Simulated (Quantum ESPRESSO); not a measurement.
WC under changes of volume

One of the cells (10.542 Å³/atom); the others are scaled copies at fixed shape and fractional positions:

```
W C
1.0
     0.00000    2.19268    2.19268
     2.19268    0.00000    2.19268
     2.19268    2.19268    0.00000
W C
1 1
Direct
  0.00000 0.00000 0.00000
  0.50000 0.50000 0.50000
```

Measurements of this composition are mostly on another form, of space group No. 187.

```yaml
Program: Quantum ESPRESSO 7.5
Functional: PBE
Potentials_or_basis: SSSP 1.3 efficiency PBE
Cutoff: 748 eV
Density_cutoff: 5987 eV
k_mesh: 10 × 10 × 10
Occupations: fermi-dirac, width 0.05 eV
Spin: no spin polarisation
```

| volume (Å³/atom) | energy over the lowest point (meV/atom) | pressure (GPa) |
| --- | --- | --- |
| 9.910 | 45.39 | 25.0 |
| 10.120 | 18.79 | 15.4 |
| 10.331 | 4.06 | 6.9 |
| 10.542 | 0.00 | -0.8 |
| 10.753 | ? | ? |
| 10.964 | 19.67 | -13.9 |
| 11.175 | 41.56 | -19.5 |

Task: What does the run at 10.753 Å³/atom give?

Result: Energy over the lowest point 5.52 meV/atom; pressure -7.7 GPa.

Worked out: A Birch-Murnaghan fit of order 3 (a polynomial in V^(-2/3)) to the other rows has its minimum at 10.52 Å³/atom with B0 = V·E''(V) = 367 GPa and B' = 4.5. It gives 5.54 meV/atom at 10.753 Å³/atom, against the run's 5.52, and -dE/dV = -7.6 GPa, against -7.7.

Energies are extrapolated to zero smearing.
